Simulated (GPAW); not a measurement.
Input of a GPAW 26.7.0 run:

The input run.py:

```python
import spglib
from ase import Atoms
from ase.calculators.mixing import SumCalculator
from ase.eos import EquationOfState
from ase.io import Trajectory, read
from ase.units import GPa
from dftd3.ase import DFTD3
from gpaw import GPAW, PW

atoms = read('PbSe.cif')
cell, positions, numbers = spglib.find_primitive(
    (atoms.cell[:], atoms.get_scaled_positions(), atoms.numbers), symprec=1e-4)
atoms = Atoms(numbers, cell=cell, scaled_positions=positions, pbc=True)

traj = Trajectory('eos.traj', 'w')
volumes, energies = [], []
for x in [0.94, 0.96, 0.98, 1.0, 1.02, 1.04, 1.06]:
    a = atoms.copy()
    a.set_cell(atoms.cell * x**(1 / 3), scale_atoms=True)
    calc = GPAW(mode=PW(600),
                xc='MGGA_X_R2SCAN+MGGA_C_R2SCAN',
                kpts={'size': (6, 6, 6), 'gamma': True},
                occupations={'name': 'fermi-dirac', 'width': 0.05},
                nbands=19,
                convergence={'density': 1e-05, 'energy': 1e-05},
                maxiter=150,
                txt=f'eos-{x:.2f}.txt')
    a.calc = SumCalculator([calc, DFTD3(method='r2scan', damping='d3bj')])
    energies.append(a.get_potential_energy())
    volumes.append(a.get_volume())
    p = -a.get_stress()[:3].mean() / GPa
    calc.write(f'eos-{x:.2f}.gpw')
    traj.write(a)
    print(f'{x:.2f} {volumes[-1]:10.4f} A^3 {energies[-1]:14.6f} eV {p:9.3f} GPa', flush=True)

v0, e0, B = EquationOfState(volumes, energies, eos='birchmurnaghan').fit()
print(f'V0 = {v0:.4f} A^3, E0 = {e0:.6f} eV, B0 = {B / GPa:.2f} GPa')
```

File PbSe.cif:

```cif
data_PbSe
_cell_length_a 6.12130000
_cell_length_b 6.12130000
_cell_length_c 6.12130000
_cell_angle_alpha 90.00000000
_cell_angle_beta 90.00000000
_cell_angle_gamma 90.00000000
_space_group_name_H-M_alt 'Fm-3m'
_space_group_name_Hall '-F 4 2 3'
_space_group_IT_number 225
loop_
_space_group_symop_operation_xyz
'x,y,z'
'-x,-y,-z'
'-y,x,z'
'y,-x,-z'
'-x,-y,z'
'x,y,-z'
'y,-x,z'
'-y,x,-z'
'x,-y,-z'
'-x,y,z'
'-y,-x,-z'
'y,x,z'
'-x,y,-z'
'x,-y,z'
'y,x,-z'
'-y,-x,z'
'z,x,y'
'-z,-x,-y'
'z,-y,x'
'-z,y,-x'
'z,-x,-y'
'-z,x,y'
'z,y,-x'
'-z,-y,x'
'-z,x,-y'
'z,-x,y'
'-z,-y,-x'
'z,y,x'
'-z,-x,y'
'z,x,-y'
'-z,y,x'
'z,-y,-x'
'y,z,x'
'-y,-z,-x'
'x,z,-y'
'-x,-z,y'
'-y,z,-x'
'y,-z,x'
'-x,z,y'
'x,-z,-y'
'-y,-z,x'
'y,z,-x'
'-x,-z,-y'
'x,z,y'
'y,-z,-x'
'-y,z,x'
'x,-z,y'
'-x,z,-y'
'x,y+1/2,z+1/2'
'-x,-y+1/2,-z+1/2'
'-y,x+1/2,z+1/2'
'y,-x+1/2,-z+1/2'
'-x,-y+1/2,z+1/2'
'x,y+1/2,-z+1/2'
'y,-x+1/2,z+1/2'
'-y,x+1/2,-z+1/2'
'x,-y+1/2,-z+1/2'
'-x,y+1/2,z+1/2'
'-y,-x+1/2,-z+1/2'
[... 41 lines left out ...]
'-x+1/2,-y,z+1/2'
'x+1/2,y,-z+1/2'
'y+1/2,-x,z+1/2'
'-y+1/2,x,-z+1/2'
'x+1/2,-y,-z+1/2'
'-x+1/2,y,z+1/2'
'-y+1/2,-x,-z+1/2'
'y+1/2,x,z+1/2'
'-x+1/2,y,-z+1/2'
'x+1/2,-y,z+1/2'
'y+1/2,x,-z+1/2'
'-y+1/2,-x,z+1/2'
'z+1/2,x,y+1/2'
'-z+1/2,-x,-y+1/2'
'z+1/2,-y,x+1/2'
'-z+1/2,y,-x+1/2'
'z+1/2,-x,-y+1/2'
'-z+1/2,x,y+1/2'
'z+1/2,y,-x+1/2'
'-z+1/2,-y,x+1/2'
'-z+1/2,x,-y+1/2'
'z+1/2,-x,y+1/2'
'-z+1/2,-y,-x+1/2'
'z+1/2,y,x+1/2'
'-z+1/2,-x,y+1/2'
'z+1/2,x,-y+1/2'
'-z+1/2,y,x+1/2'
'z+1/2,-y,-x+1/2'
'y+1/2,z,x+1/2'
'-y+1/2,-z,-x+1/2'
'x+1/2,z,-y+1/2'
'-x+1/2,-z,y+1/2'
'-y+1/2,z,-x+1/2'
'y+1/2,-z,x+1/2'
'-x+1/2,z,y+1/2'
'x+1/2,-z,-y+1/2'
'-y+1/2,-z,x+1/2'
'y+1/2,z,-x+1/2'
'-x+1/2,-z,-y+1/2'
'x+1/2,z,y+1/2'
'y+1/2,-z,-x+1/2'
'-y+1/2,z,x+1/2'
'x+1/2,-z,y+1/2'
'-x+1/2,z,-y+1/2'
'x+1/2,y+1/2,z'
'-x+1/2,-y+1/2,-z'
'-y+1/2,x+1/2,z'
'y+1/2,-x+1/2,-z'
'-x+1/2,-y+1/2,z'
'x+1/2,y+1/2,-z'
'y+1/2,-x+1/2,z'
'-y+1/2,x+1/2,-z'
'x+1/2,-y+1/2,-z'
'-x+1/2,y+1/2,z'
'-y+1/2,-x+1/2,-z'
'y+1/2,x+1/2,z'
'-x+1/2,y+1/2,-z'
'x+1/2,-y+1/2,z'
'y+1/2,x+1/2,-z'
'-y+1/2,-x+1/2,z'
'z+1/2,x+1/2,y'
'-z+1/2,-x+1/2,-y'
'z+1/2,-y+1/2,x'
'-z+1/2,y+1/2,-x'
'z+1/2,-x+1/2,-y'
'-z+1/2,x+1/2,y'
'z+1/2,y+1/2,-x'
'-z+1/2,-y+1/2,x'
'-z+1/2,x+1/2,-y'
'z+1/2,-x+1/2,y'
'-z+1/2,-y+1/2,-x'
'z+1/2,y+1/2,x'
'-z+1/2,-x+1/2,y'
'z+1/2,x+1/2,-y'
'-z+1/2,y+1/2,x'
'z+1/2,-y+1/2,-x'
'y+1/2,z+1/2,x'
'-y+1/2,-z+1/2,-x'
'x+1/2,z+1/2,-y'
'-x+1/2,-z+1/2,y'
'-y+1/2,z+1/2,-x'
'y+1/2,-z+1/2,x'
'-x+1/2,z+1/2,y'
'x+1/2,-z+1/2,-y'
'-y+1/2,-z+1/2,x'
'y+1/2,z+1/2,-x'
'-x+1/2,-z+1/2,-y'
'x+1/2,z+1/2,y'
'y+1/2,-z+1/2,-x'
'-y+1/2,z+1/2,x'
'x+1/2,-z+1/2,y'
'-x+1/2,z+1/2,-y'
loop_
_atom_site_label
_atom_site_type_symbol
_atom_site_symmetry_multiplicity
_atom_site_Wyckoff_symbol
_atom_site_fract_x
_atom_site_fract_y
_atom_site_fract_z
_atom_site_occupancy
Pb1 Pb 4 a 0.0000000000 0.0000000000 0.0000000000 1
Se1 Se 4 b 0.5000000000 0.0000000000 0.0000000000 1
```

Potentials or basis: GPAW PAW data sets (gpaw-data 1.2.1), pw.

Run with:

```bash
$ OMP_NUM_THREADS=1 python run.py
```

(1) What does it give for the bulk modulus?

(2) What does it give for the equilibrium volume?

## Answers

(1) 54 GPa (rough).

(2) 28.85 Å³/atom (rough: see the caveat).

Caveat: the points scatter about the fit; the PAW data sets were made with another functional, which shifts forces and pressure a little.
